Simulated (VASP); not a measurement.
# In (P-1) in VASP: convergence with ENCUT

Aim: find how far ENCUT must go before the results for In settle, at LDA. This setting moves, with any that are tied to it; all else stays.

Program: VASP 6.6.1. These are calculated values, not measurements. Logs are shortened: lines on timing, memory, paths and dates and some standing lists are left out, and cuts for length are marked.

## 1. The cell of the first run

The typed cell holds 2 atoms: a = 3.335 Å, b = 3.335 Å, c = 5.509 Å, α = 90.00°, β = 90.00°, γ = 120.00°.

This isn't the form of In at room conditions, which is tetragonal.

The cell isn't the ideal one: atoms moved at random, drawn with an rms of 0.02 Å.

## 2. With ENCUT 200 eV

INCAR reads:

```
SYSTEM = In
PREC = Accurate ; ENCUT = 200
EDIFF = 1E-7 ; ISMEAR = 1
SIGMA = 0.1 ; LREAL = .FALSE.
LASPH = .TRUE. ; NELM = 60
ALGO = Fast ; ISIF = 2
LWAVE = .FALSE. ; LCHARG = .FALSE.
```

KPOINTS reads:

```
Automatic mesh
0
G
  7 7 4
  0 0 0
```

POSCAR reads:

```
In
1.0
    3.3354847820      0.0000000000      0.0000000000
   -1.6677423910      2.8886145552      0.0000000000
    0.0000000000      0.0000000000      5.5091429200
In
2
Direct
    0.6718210000      0.3341140000      0.7496270000
    0.3302680000      0.6643720000      0.2512580000
```

Potentials or basis: VASP PAW LDA potentials, release 64 (In_d).

Started as:

```
cat potpaw_LDA.64/In_d/POTCAR > POTCAR
mpirun -np 1 vasp_std > vasp.out
```

OUTCAR:

```text
SYSTEM = In
   PREC = Accurate
   ENCUT = 200
   EDIFF = 1E-7
   ISMEAR = 1
   LREAL = .FALSE.
   LASPH = .TRUE.
   NELM = 60
   ISIF = 2

 Found     99 irreducible k-points:

 Following reciprocal coordinates:
            Coordinates               Weight
  0.000000  0.000000  0.000000      1.000000
  0.142857  0.000000  0.000000      2.000000
  0.000000  0.142857  0.000000      2.000000
 -0.142857  0.142857  0.000000      2.000000
  0.285714  0.000000  0.000000      2.000000
  0.000000  0.285714  0.000000      2.000000
   k-points           NKPTS =     99   k-points in BZ     NKDIM =     99   number of bands    NBANDS=     17
   number of dos      NEDOS =    301   number of ions     NIONS =      2
   total plane-waves  NPLWV =   7168
   dimension x,y,z NGX =    16 NGY =   16 NGZ =   28
   dimension x,y,z NGXF=    32 NGYF=   32 NGZF=   56
   ions per type =               2
   NGX,Y,Z   is equivalent  to a cutoff of   7.97,  7.97,  8.45 a.u.
   NGXF,Y,Z  is equivalent  to a cutoff of  15.95, 15.95, 16.90 a.u.
 SYSTEM =  In
   PREC   = accura    normal or accurate (medium, high low for compatibility)
   ISTART =      0    job   : 0-new  1-cont  2-samecut
   ICHARG =      2    charge: 1-file 2-atom 10-const
   ISPIN  =      1    spin polarized calculation?
   LNONCOLLINEAR =      F non collinear calculations
   LSORBIT =      F    spin-orbit coupling
   LASPH  =      T    aspherical Exc in radial PAW
   ENCUT  =  200.0 eV  14.70 Ry    3.83 a.u.   3.85  3.85  6.35*2*pi/ulx,y,z
   NELM   =     60;   NELMIN=  2; NELMDL= -5     # of ELM steps
   EDIFF  = 0.1E-06   stopping-criterion for ELM
   LREAL  =      F    real-space projection
   EDIFFG = 0.1E-05   stopping-criterion for IOM
   NSW    =      0    number of steps for IOM
   IBRION =     -1    ionic relax: 0-MD 1-quasi-New 2-CG
[... 35 lines left out ...]

 Free energy of the ion-electron system (eV)
  ---------------------------------------------------
  ext. energy  EPLUGINS =         0.00000000
  ---------------------------------------------------
  free energy    TOTEN  =        -6.14943012 eV

  energy without entropy =       -6.14704575  energy(sigma->0) =       -6.14863533

 E-fermi :   7.1134     XC(G=0): -10.4586

 val. band max:        6.6975328801   @ k =   0.2857   0.1429   0.0000
 cond. band min:       7.1199991604   @ k =   0.4286   0.0000   0.2500
 fundamental gap:      0.4224662804
 Fermi energy:         7.1133761302

 k-point     1 :       0.0000    0.0000    0.0000
  band No.  band energies     occupation
      1      -7.6367      2.00000
      2      -7.5816      2.00000
      3      -7.5157      2.00000
      4      -7.5147      2.00000
      5      -7.5093      2.00000
      6      -7.5091      2.00000
[... 97 lines left out ...]
      4      -7.4949      2.00000
      5      -7.4596      2.00000
      6      -7.3793      2.00000
[... 9 lines left out ...]
     16      12.1575      0.00000
     17      13.7968      0.00000

 [... further k-points ...]

------------------------ aborting loop because EDIFF is reached ----------------------------------------

  FORCE on cell =-STRESS in cart. coord.  units (eV):
  Direction    XX          YY          ZZ          XY          YZ          ZX
  --------------------------------------------------------------------------------------
  -------------------------------------------------------------------------------------
  Total       -7.9904932     -7.9988616     -8.2868038      0.0110320     -0.0001901     -0.0004351
  in kB     -241.1857102   -241.4383006   -250.1295738      0.3329917     -0.0057377     -0.0131338
  external PRESSURE =    -244.2511949 kB  Pullay stress =       0.0000000 kB

 VOLUME and BASIS-vectors are now :
 -----------------------------------------------------------------------------
  energy-cutoff  :      200.00
  volume of cell :       53.08
      direct lattice vectors                 reciprocal lattice vectors
     3.335484782  0.000000000  0.000000000     0.299806495  0.173093360  0.000000000
    -1.667742391  2.888614555  0.000000000     0.000000000  0.346186721  0.000000000
     0.000000000  0.000000000  5.509142920     0.000000000  0.000000000  0.181516438

 POSITION                                       TOTAL-FORCE (eV/Angst)
 -----------------------------------------------------------------------------------
      1.68363      0.96513      4.12980        -0.004609     -0.002017      0.020845
     -0.00640      1.91911      1.38422         0.004609      0.002017     -0.020845
 -----------------------------------------------------------------------------------
    total drift:                               -0.000166     -0.000020      0.000111

  FREE ENERGIE OF THE ION-ELECTRON SYSTEM (eV)
  ---------------------------------------------------
  free  energy   TOTEN  =        -6.1494301202 eV

  energy  without entropy=       -6.1470457492  energy(sigma->0) =       -6.14863533
```

stdout:

```text
POSCAR found type information on POSCAR In
 POSCAR found :  1 types and       2 ions
 scaLAPACK will be used
 LDA part: xc-table for (Slater(with rela. corr.)+CA(PZ))
 , standard interpolation
 POSCAR, INCAR and KPOINTS ok, starting setup
 FFT: planning ... GRIDC
 FFT: planning ... GRID_SOFT
 FFT: planning ... GRID
 WAVECAR not read
 entering main loop
```

Wall time 14 s (1 thread of Intel Xeon Platinum 8375C at 2.90GHz (Ice Lake), shared host); peak memory 0.12 GiB.

What came out:

| Quantity | Value |
| --- | --- |
| Free energy | -6.1494 eV |
| Largest force | 0.021 eV/Å |
| Band gap on the k mesh | none (metal or under the smearing width) |

## 3. With ENCUT 250 eV

INCAR: that of step 2 with these lines changed.

```diff
@@ -1,3 +1,3 @@
 SYSTEM = In
-PREC = Accurate ; ENCUT = 200
+PREC = Accurate ; ENCUT = 250
 EDIFF = 1E-7 ; ISMEAR = 1
```

KPOINTS is that of step 2.

POSCAR is that of step 2.

Potentials or basis: VASP PAW LDA potentials, release 64 (In_d).

Started as:

```
cat potpaw_LDA.64/In_d/POTCAR > POTCAR
mpirun -np 1 vasp_std > vasp.out
```

Wall time 24 s (1 thread of Intel Xeon Platinum 8375C at 2.90GHz (Ice Lake), shared host); peak memory 0.13 GiB.

Results:

```yaml
Free_energy: -6.3715 eV
Largest_force: 0.021 eV/Å
Band_gap_on_the_k_mesh: none (metal or under the smearing width)
```

## 4. With ENCUT 300 eV

INCAR: that of step 3 with these lines changed.

```diff
@@ -1,3 +1,3 @@
 SYSTEM = In
-PREC = Accurate ; ENCUT = 250
+PREC = Accurate ; ENCUT = 300
 EDIFF = 1E-7 ; ISMEAR = 1
```

KPOINTS is that of step 3.

POSCAR is that of step 3.

Started as:

```
cat potpaw_LDA.64/In_d/POTCAR > POTCAR
mpirun -np 1 vasp_std > vasp.out
```

Run time: 29 s. Hardware: 1 thread of Intel Xeon Platinum 8375C at 2.90GHz (Ice Lake), shared host; peak memory 0.14 GiB.

Results:

* Free energy: -6.3707 eV
* Pressure: -3.7 GPa
* Largest force: 0.021 eV/Å
* Band gap on the k mesh: none (metal or under the smearing width)

## 5. With ENCUT 350 eV

INCAR: that of step 4 with these lines changed.

```diff
@@ -1,3 +1,3 @@
 SYSTEM = In
-PREC = Accurate ; ENCUT = 300
+PREC = Accurate ; ENCUT = 350
 EDIFF = 1E-7 ; ISMEAR = 1
```

KPOINTS is that of step 4.

POSCAR is that of step 4.

Started as:

```
cat potpaw_LDA.64/In_d/POTCAR > POTCAR
mpirun -np 1 vasp_std > vasp.out
```

Wall time 43 s (1 thread of Intel Xeon Platinum 8375C at 2.90GHz (Ice Lake), shared host); peak memory 0.15 GiB.

Results:

```yaml
Free_energy: -6.3685 eV
Pressure: -3.7 GPa
Largest_force: 0.021 eV/Å
Band_gap_on_the_k_mesh: none (metal or under the smearing width)
```

## 6. With ENCUT 400 eV

INCAR: that of step 5 with these lines changed.

```diff
@@ -1,3 +1,3 @@
 SYSTEM = In
-PREC = Accurate ; ENCUT = 350
+PREC = Accurate ; ENCUT = 400
 EDIFF = 1E-7 ; ISMEAR = 1
```

KPOINTS is that of step 5.

POSCAR is that of step 5.

Potentials or basis: VASP PAW LDA potentials, release 64 (In_d).

Started as:

```
cat potpaw_LDA.64/In_d/POTCAR > POTCAR
mpirun -np 1 vasp_std > vasp.out
```

It took 52 s on 1 thread of Intel Xeon Platinum 8375C at 2.90GHz (Ice Lake), shared host; peak memory 0.17 GiB.

Results:

```
Free energy            : -6.3710 eV
Pressure               : -3.3 GPa
Largest force          : 0.021 eV/Å
Band gap on the k mesh : none (metal or under the smearing width)
```

## 7. With ENCUT 450 eV

INCAR: that of step 6 with these lines changed.

```diff
@@ -1,3 +1,3 @@
 SYSTEM = In
-PREC = Accurate ; ENCUT = 400
+PREC = Accurate ; ENCUT = 450
 EDIFF = 1E-7 ; ISMEAR = 1
```

KPOINTS is that of step 6.

POSCAR is that of step 6.

Started as:

```
cat potpaw_LDA.64/In_d/POTCAR > POTCAR
mpirun -np 1 vasp_std > vasp.out
```

Run time: 60 s. Hardware: 1 thread of Intel Xeon Platinum 8375C at 2.90GHz (Ice Lake), shared host; peak memory 0.18 GiB.

What came out:

| Item | Value |
| --- | --- |
| Free energy | -6.3715 eV |
| Pressure | -3.0 GPa |
| Largest force | 0.021 eV/Å |
| Band gap on the k mesh | none (metal or under the smearing width) |

## 8. With ENCUT 500 eV

INCAR: that of step 7 with these lines changed.

```diff
@@ -1,3 +1,3 @@
 SYSTEM = In
-PREC = Accurate ; ENCUT = 450
+PREC = Accurate ; ENCUT = 500
 EDIFF = 1E-7 ; ISMEAR = 1
```

KPOINTS is that of step 7.

POSCAR is that of step 7.

Started as:

```
cat potpaw_LDA.64/In_d/POTCAR > POTCAR
mpirun -np 1 vasp_std > vasp.out
```

It took 69 s on 1 thread of Intel Xeon Platinum 8375C at 2.90GHz (Ice Lake), shared host; peak memory 0.19 GiB.

Results:

```
Free energy            : -6.3710 eV
Pressure               : -3.0 GPa
Largest force          : 0.021 eV/Å
Band gap on the k mesh : none (metal or under the smearing width)
```

## 9. With ENCUT 600 eV

INCAR: that of step 8 with these lines changed.

```diff
@@ -1,3 +1,3 @@
 SYSTEM = In
-PREC = Accurate ; ENCUT = 500
+PREC = Accurate ; ENCUT = 600
 EDIFF = 1E-7 ; ISMEAR = 1
```

KPOINTS is that of step 8.

POSCAR is that of step 8.

Potentials or basis: VASP PAW LDA potentials, release 64 (In_d).

Started as:

```
cat potpaw_LDA.64/In_d/POTCAR > POTCAR
mpirun -np 1 vasp_std > vasp.out
```

Run time: 2.6 min. Hardware: 1 thread of Intel Xeon Platinum 8375C at 2.90GHz (Ice Lake), shared host; peak memory 0.22 GiB.

Results:

```
Free energy            : -6.3710 eV
Pressure               : -3.2 GPa
Largest force          : 0.021 eV/Å
Band gap on the k mesh : none (metal or under the smearing width)
```

## 10. With ENCUT 800 eV

INCAR: that of step 9 with these lines changed.

```diff
@@ -1,3 +1,3 @@
 SYSTEM = In
-PREC = Accurate ; ENCUT = 600
+PREC = Accurate ; ENCUT = 800
 EDIFF = 1E-7 ; ISMEAR = 1
```

KPOINTS is that of step 9.

POSCAR is that of step 9.

Started as:

```
cat potpaw_LDA.64/In_d/POTCAR > POTCAR
mpirun -np 1 vasp_std > vasp.out
```

Run time: 2.4 min. Hardware: 1 thread of Intel Xeon Platinum 8375C at 2.90GHz (Ice Lake), shared host; peak memory 0.29 GiB.

It converged, with:

| Property | Result |
| --- | --- |
| Free energy | -6.3710 eV |
| Pressure | -3.1 GPa |
| Largest force | 0.021 eV/Å |
| Band gap on the k mesh | none (metal or under the smearing width) |

## 11. Result

| ENCUT | energy less the tightest run, at zero smearing (meV/atom) | SCF cycles | CPU time (s) | peak memory (GiB) |
| --- | --- | --- | --- | --- |
| 200 eV | 110.79 | 15 | 13 | 0.12 |
| 250 eV | -0.22 | 16 | 23 | 0.13 |
| 300 eV | 0.13 | 16 | 29 | 0.14 |
| 350 eV | 1.23 | 21 | 43 | 0.15 |
| 400 eV | 0.01 | 21 | 52 | 0.17 |
| 450 eV | -0.24 | 20 | 59 | 0.18 |
| 500 eV | -0.01 | 21 | 69 | 0.19 |
| 600 eV | 0.01 | 25 | 150 | 0.22 |
| 800 eV | 0.00 | 18 | 140 | 0.29 |

Against the tightest run, the energy stays within 1 meV/atom from 400 eV on. The tightest run that finished is the yardstick and may itself not be fully converged.
